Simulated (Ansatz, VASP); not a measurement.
# AlGa3N4 in VASP and in Ansatz

INCAR

```
SYSTEM = AlGa3N4
PREC     = Accurate       ! precision mode
ENCUT    = 520            ! plane-wave cutoff, eV
EDIFF    = 1E-6           ! SCF threshold, eV
ISMEAR   = 0              ! smearing method
SIGMA    = 0.01           ! smearing width, eV
LREAL    = .FALSE.        ! projectors in reciprocal space
LASPH    = .TRUE.         ! aspherical terms in the spheres
NELM     = 100            ! most SCF steps
ALGO     = Normal         ! electronic algorithm
ISIF     = 2              ! what is computed and relaxed
LWAVE    = .FALSE.        ! write WAVECAR
LCHARG   = .FALSE.        ! write CHGCAR
GGA      = PS             ! functional
NBANDS   = 41             ! bands
```

Contents of KPOINTS:

```
Automatic mesh
0
G
  4 4 4
  0 0 0
```

The input POSCAR:

```
AlGa3N4
1.0
    4.4716853600      0.0000000000      0.0000000000
    0.0000000000      4.4716853600      0.0000000000
    0.0000000000      0.0000000000      4.4716853600
Al Ga N
1 3 4
Direct
    0.0000000000      0.0000000000      0.0000000000
    0.5000000000      0.5000000000      0.0000000000
    0.5000000000      0.0000000000      0.5000000000
    0.0000000000      0.5000000000      0.5000000000
    0.7557144204      0.7557144204      0.2442855796
    0.7557144204      0.2442855796      0.7557144204
    0.2442855796      0.7557144204      0.7557144204
    0.2442855796      0.2442855796      0.2442855796
```

Input for Ansatz:

```yaml
crystal:
  lattice:
    - [4.47168536, 0.0, 0.0]
    - [0.0, 4.47168536, 0.0]
    - [0.0, 0.0, 4.47168536]
  atoms:
    - { symbol: Al, position: [0.0, 0.0, 0.0] }
    - { symbol: Ga, position: [0.5, 0.5, 0.0] }
    - { symbol: Ga, position: [0.5, 0.0, 0.5] }
    - { symbol: Ga, position: [0.0, 0.5, 0.5] }
    - { symbol: "N", position: [0.7557144203902575, 0.7557144203902575, 0.24428557960974248] }
    - { symbol: "N", position: [0.7557144203902575, 0.24428557960974248, 0.7557144203902575] }
    - { symbol: "N", position: [0.24428557960974248, 0.7557144203902575, 0.7557144203902575] }
    - { symbol: "N", position: [0.24428557960974248, 0.24428557960974248, 0.24428557960974248] }
basis:
  ecutwfc: 550.0
kpoints:
  mp_grid:
    grid: [4, 4, 4]
hamiltonian:
  xc: pbesol
scf:
  occupations:
    method: fixed
  n_extra_bands: 2
output:
  eigenvalues: true
```

The cell comes from a database or a generator and needn't be the stable form of this composition.

Alike in both runs: task single point; functional PBEsol; k mesh 4 × 4 × 4; no spin polarisation.

|  | VASP | Ansatz |
| --- | --- | --- |
| version | VASP 6.6.1 | Ansatz 0.2.0 |
| potentials or method | VASP PAW PBE potentials, release 64 (Al, Ga_d, N) | plane waves, PAW |
| plane-wave cutoff (eV) | 520 | 550 |
| occupations | gaussian, width 0.01 eV | fixed |
| valence electrons in the cell | 62 | 62 |

|  | VASP | Ansatz | Ansatz less VASP |
| --- | --- | --- | --- |
| gap on the k mesh at the Fermi level (eV) | 2.29 | 2.28 | -0.017 |

 A hybrid or GW would open this gap; PBEsol tends to underestimate it.
